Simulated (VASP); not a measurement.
Si in VASP 6.6.1, single-point calculation

INCAR

```
ENCUT = 520
LWAVE = .FALSE.
EDIFF = 1E-7
PREC = Accurate
METAGGA = TPSS
LREAL = .FALSE.
LCHARG = .FALSE.
LASPH = .TRUE.
ISIF = 2
SIGMA = 0.2
NELM = 120
ISMEAR = -1
NSW = 0
NBANDS = 11
IBRION = -1
```

KPOINTS

```
KPOINTS created by Atomic Simulation Environment
0
Gamma
8 8 8
0 0 0
```

POSCAR

```
Si
 1.0000000000000000
     0.0000000000000000    2.6948977067000000    2.7414422942000001
     2.6948977067000000    0.0000000000000000    2.7414422942000001
     2.6948977067000000    2.6948977067000000    0.0000000000000000
 Si
   2
Cartesian
  0.0000000000000000  0.0000000000000000  0.0000000000000000
  1.3474488533500000  1.3474488533500000  1.3707211471000000
```

The recommended PBE PAW datasets give the neutral cell 8 valence electrons.

Command

```
mpirun -np 1 vasp_std
```

How does this run end, and what does it give?

It converged. Results: gap between bands v and c on the k mesh 0.58 eV; least direct gap on the k mesh 2.66 eV; pressure 1.5 GPa. Band v is the last that the valence electrons fill when counted band by band, and c is the next.

OSZICAR

```
N       E                     dE             d eps       ncg     rms          rms(c)
DAV:   1     0.270320079961E+02    0.27032E+02   -0.26736E+04  1306   0.743E+04
DAV:   2    -0.318064018135E+04   -0.32077E+04   -0.26339E+04  2084   0.125E+03
DAV:   3    -0.399952118080E+04   -0.81888E+03   -0.81650E+03  2181   0.173E+03
DAV:   4    -0.407152832969E+04   -0.72007E+02   -0.71807E+02  2430   0.281E+02
DAV:   5    -0.407885235798E+04   -0.73240E+01   -0.73198E+01  2230   0.558E+01    0.669E+00
DAV:   6    -0.194336632118E+02    0.40594E+04   -0.45955E+03  1543   0.484E+01    0.446E+00
DAV:   7    -0.197433293030E+02   -0.30967E+00   -0.47075E-01  1547   0.359E+00    0.381E+00
DAV:   8    -0.196531227281E+02    0.90207E-01   -0.59429E-01  1526   0.353E+00    0.103E+00
DAV:   9    -0.196510455107E+02    0.20772E-02   -0.17992E-02  1558   0.991E-01    0.698E-01
DAV:  10    -0.196372199879E+02    0.13826E-01   -0.46531E-02  1476   0.100E+00    0.169E-01
DAV:  11    -0.196374598868E+02   -0.23990E-03   -0.11034E-03  1538   0.212E-01    0.123E-01
DAV:  12    -0.196374901360E+02   -0.30249E-04   -0.56595E-05  1554   0.523E-02    0.495E-02
DAV:  13    -0.196375121976E+02   -0.22062E-04   -0.23264E-04  1451   0.863E-02    0.236E-02
DAV:  14    -0.196375132021E+02   -0.10045E-05   -0.40244E-06  1586   0.146E-02    0.551E-03
DAV:  15    -0.196375140394E+02   -0.83733E-06   -0.18356E-06  1496   0.916E-03    0.373E-03
DAV:  16    -0.196375146351E+02   -0.59564E-06   -0.88465E-07  1487   0.531E-03    0.198E-03
DAV:  17    -0.196375147445E+02   -0.10946E-06   -0.40377E-08   844   0.157E-03    0.676E-04
DAV:  18    -0.196375147707E+02   -0.26187E-07   -0.65828E-09   811   0.639E-04
   1 F= -.19637515E+02 E0= -.19629973E+02  d E =-.150837E-01
```

For comparison, a separate PBE run of the intended cell, on usual settings and not on those above, gives a gap of 0.51 eV on its mesh and a pressure of 2.5 GPa.
